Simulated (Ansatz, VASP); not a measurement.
## HgTe in VASP and in Ansatz

```
Hg Te
1.0
     0.00000    3.32480    3.32480
     3.32480    0.00000    3.32480
     3.32480    3.32480    0.00000
Hg Te
1 1
Cartesian
  0.0000 0.0000 0.0000
  1.6624 1.6624 1.6624
```

Alike in both runs: functional PBE; k mesh 12 × 12 × 12; occupations gaussian, width 0.1 eV; no spin polarisation.

Ansatz relaxed the structure, and its values are those at the end. VASP's run is a single point on that final structure, the one shown.

```csv
,VASP,Ansatz
version,VASP 6.6.1,Ansatz 0.2.0
potentials or method,"VASP PAW PBE potentials, release 64 (Hg, Te)","scalar-relativistic, plane waves, PAW"
plane-wave cutoff (eV),520,420
valence electrons in the cell,18,36
```

Ansatz gave:

* gap on the k mesh at the Fermi level (eV): none
* pressure (GPa): 0.0

Problem. Estimate VASP's values.

Solution. gap on the k mesh at the Fermi level (eV): none; pressure (GPa): 0.1.

A gap of «none» marks a metal or a gap that the smearing closes. The functional is the same, so the differences come from potentials, cutoffs and numerics. The two sets of potentials don't hold the same shells in valence.

The runs have no spin-orbit coupling, so splittings on Hg, Te are missing.
